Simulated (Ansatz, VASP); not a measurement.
# Mo3H in VASP and in Ansatz

```xyz
4
Lattice="2.7283 0.0000 0.0000 -0.9094 2.5723 0.0000 0.0000 0.0000 19.7934" Properties=species:S:1:pos:R:3 pbc="T T T"
Mo    0.9094    1.2862    4.0000
Mo    0.0000    0.0000    6.1468
Mo    0.9094    1.2862    8.2934
H     1.8189    2.5723    9.3604
```

Alike in both runs: functional r2SCAN; k mesh 10 × 10 × 1; occupations gaussian, width 0.1 eV; no spin polarisation.

Ansatz relaxed the structure, and its values are those at the end. VASP's run is a single point on that final structure, the one shown.

|  | VASP | Ansatz |
| --- | --- | --- |
| version | VASP 6.6.1 | Ansatz 0.2.0 |
| potentials or method | VASP PAW PBE potentials, release 64 (Mo_sv, H) | scalar-relativistic, plane waves, PAW |
| plane-wave cutoff (eV) | 520 | 500 |
| valence electrons in the cell | 43 | 43 |

|  | VASP | Ansatz | Ansatz less VASP |
| --- | --- | --- | --- |
| gap on the k mesh at the Fermi level (eV) | none | none | - |
| rms of the force components (eV/Å) | 0.266 | 0.258 | -0.0075 |
| work function, face that differs most (eV) | 4.53 | 4.53 | +0.007 |

A gap of «none» marks a metal or a gap that the smearing closes. The functional is the same, so the differences come from potentials, cutoffs and numerics.

Caveats: the PAW data sets were made with another functional, which shifts forces and pressure a little (VASP).
